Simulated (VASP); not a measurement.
Crystal: GaP.

```xyz
2
Lattice="0.0000 2.7252 2.7252 2.7252 0.0000 2.7252 2.7252 2.7252 0.0000" Properties=species:S:1:pos:R:3 pbc="T T T"
Ga    0.0000    0.0000    0.0000
P     4.0879    4.0879    4.0879
```

Program: VASP 6.6.1. Alike in all runs: potentials or basis VASP PAW PBE potentials, release 64 (Ga_d, P); cell as given; cutoff (eV) 520.

Problem. Order these runs on this cell by their pressure, lowest first.
A. level HSE06; spin SOC, no magnetisation; k mesh 6 × 6 × 6; smearing gaussian 0.02 eV; ladder gaps; grid for exact exchange (PRECFOCK) Fast; screening parameter 0.2 1/A; mesh quality not flagged
B. level HSEsol; spin off; k mesh 4 × 4 × 4; smearing fermi-dirac 0.05 eV; grid for exact exchange (PRECFOCK) Fast; mesh quality coarse
C. level PBE-EpsX; spin off; k mesh 4 × 4 × 4; smearing fermi-dirac 0.05 eV; grid for exact exchange (PRECFOCK) Fast; exchange at q = 0 default; share of exact exchange 0.0895; mesh quality coarse
D. level BLYP; spin off; k mesh 8 × 8 × 8; smearing fermi-dirac 0.05 eV; mesh quality not flagged

Solution. B (-1.2 GPa), A (0.5 GPa), C (2.1 GPa), D (6.5 GPa).

Caveats: some runs use coarse meshes; the PAW data sets were made with another functional, which shifts forces and pressure a little; an unscreened hybrid on a path of extra k points without a Coulomb cutoff has errors near the mesh points, so the bands along the path aren't reliable (some runs).

Not every run made on this cell is shown here.
